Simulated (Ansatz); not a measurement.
Wanted: the native input for an Ansatz 0.2.0 run.

| Quantity | Value |
| --- | --- |
| Task | relaxation of cell and atoms |
| Functional | PBEsol |
| Dispersion | D3(BJ) |
| Potentials or basis | Ansatz PAW |
| Cutoff | 420 eV (not typed: the program's choice for these potentials) |
| k mesh | 11 × 11 × 6 |
| Occupations | fermi-dirac, width 0.05 eV |
| Spin | no spin polarisation |

The system is TiAl.

```
Ti Al
1.0
     2.86726    0.00000    0.00000
    -1.43363    2.48312    0.00000
     0.00000    0.00000    4.67808
Ti Al
1 1
Direct
  0.00000 0.00000 0.00000
  0.33333 0.66667 0.50000
```

The cell comes from a database or a generator and needn't be the stable form of this composition.

These files were run (other wordings do the same):

input.yaml

```yaml
crystal:
  lattice:
    - [2.8672622327, 0.0, 0.0]
    - [-1.4336311163, 2.4831219328, 0.0]
    - [0.0, 0.0, 4.678083]
  atoms:
    - { symbol: Ti, position: [0.0, 0.0, 0.0] }
    - { symbol: Al, position: [0.3333333333, 0.6666666667, 0.5] }
hamiltonian:
  xc: pbesol
  pseudopotentials: { kind: paw }
  dispersion: d3bj
kpoints:
  mp_grid: { grid: [11, 11, 6] }
scf:
  occupations: { method: fermi_dirac, width: 0.05 }
output:
  forces: true
  stress: true
  eigenvalues: true
relax:
  f_tol: 0.01
  max_steps: 40
  cell: { stress_tol: 0.05 }
```

Potentials or basis: Ansatz PAW.

The run is started by

```sh
$ ansatz run input.yaml --threads 2 --pin off --max-ram 5632MiB --backend cpu --events-out ev --progress --plain --runs-dir out
```

It gave:

```
Relaxed volume                         : 15.55 Å³/atom
Relaxed cell                           : a = 2.804 Å, b = 2.804 Å, c = 4.568 Å, α = 90.00°, β = 90.00°, γ = 120.00°
Space group after relaxing (to 0.05 Å) : P-6m2 (No. 187)
Energy gained by relaxing              : 26.7 meV/atom
Ionic steps                            : 6
Pressure after relaxing                : 0.0 GPa
Band gap on the k mesh                 : none (metal or under the smearing width)
```

Caveat: the plane-wave basis is chosen anew once the cell has moved, so the energies of steps on either side of that aren't comparable; pairwise dispersion overbinds metals, which lowers pressure and volume; the PAW data sets come from PBE, with cores solved anew for the run's functional, which leaves a small shift of forces and pressure.

It took 9.9 s on 2 threads of Arm Neoverse V1, with other jobs on the host, peak memory 0.33 GiB.
